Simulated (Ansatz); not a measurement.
Al2O3:

```
CELL_PARAMETERS angstrom
4.61378 0.00000 0.00000
0.00000 9.56328 0.00000
0.00000 0.00000 3.11986
ATOMIC_POSITIONS crystal
Al 0.98298 0.82457 0.00000
Al 0.01702 0.17543 0.00000
Al 0.48297 0.67543 0.50000
Al 0.51702 0.32457 0.50000
O 0.50000 0.50000 0.50000
O 0.12363 0.75305 0.50000
O 0.37637 0.25305 0.00000
O 0.62364 0.74695 0.00000
O 0.00000 0.00000 0.00000
O 0.87636 0.24695 0.50000
```

Measurements of this composition are mostly on another form, of space group No. 167.

| Item | Value |
| --- | --- |
| Program | Ansatz 0.2.0 |
| Task | relaxation of cell and atoms |
| Functional | PBEsol |
| Dispersion | D3(BJ) |
| Potentials or basis | Ansatz PAW |
| Cutoff | 420 eV (not typed: the program's choice for these potentials) |
| k mesh | 5 × 3 × 7 |
| Occupations | fermi-dirac, width 0.05 eV |
| Spin | no spin polarisation |

At the start: volume 13.77 Å³/atom.

Where does the relaxation end?

It ends after 18 steps and the volume is 12.86 Å³/atom (-6.6 %); space group Pnnm (No. 58, to 0.05 Å).

The path:
```
step  energy change (eV)  largest force (eV/Å)  volume (Å³)
   1              0.0000                0.1732       137.66
   2             -0.0866                0.1147       136.15
   3             -0.1558                0.0852       134.63
   4             -0.1718                0.0545       134.87
   5             -0.1920                0.1742       136.26
   6             -0.2046                0.2285       135.99
   7             -0.2382                0.0449       133.51
   8             -0.2533                0.1061       131.41
   9             -0.2592                0.0273       130.41
  10             -0.2608                0.0089       130.07
  11             -0.2610                0.0007       130.01
  12             -0.2426                0.0006       130.01
  13             -0.2462                0.0059       129.24
  14             -0.2481                0.0054       128.78
  15             -0.2481                0.0009       128.78
  16             -0.2438                0.0010       128.78
  17             -0.2446                0.0006       128.58
  18             -0.2440                0.0007       128.58
```

Final structure:
```yaml
crystal:
  lattice:
    - [4.50407, 0.00000, 0.00000]
    - [0.00000, 9.53805, 0.00000]
    - [0.00000, 0.00000, 2.99305]
  atoms:
    - { symbol: Al, position: [0.12527, 0.83464, 0.00000] }
    - { symbol: Al, position: [0.87473, 0.16536, 0.00000] }
    - { symbol: Al, position: [0.62527, 0.66536, 0.50000] }
    - { symbol: Al, position: [0.37473, 0.33464, 0.50000] }
    - { symbol: O, position: [0.50000, 0.50000, 0.50000] }
    - { symbol: O, position: [0.32069, 0.78827, 0.50000] }
    - { symbol: O, position: [0.17931, 0.28827, 0.00000] }
    - { symbol: O, position: [0.82069, 0.71173, 0.00000] }
    - { symbol: O, position: [0.00000, 0.00000, 0.00000] }
    - { symbol: O, position: [0.67931, 0.21173, 0.50000] }
```

Caveat: the plane-wave basis is chosen anew once the cell has moved, so the energies of steps on either side of that aren't comparable; the pressure holds a Pulay correction of +0.6 GPa for the finite cutoff; the PAW data sets come from PBE, with cores solved anew for the run's functional, which leaves a small shift of forces and pressure.
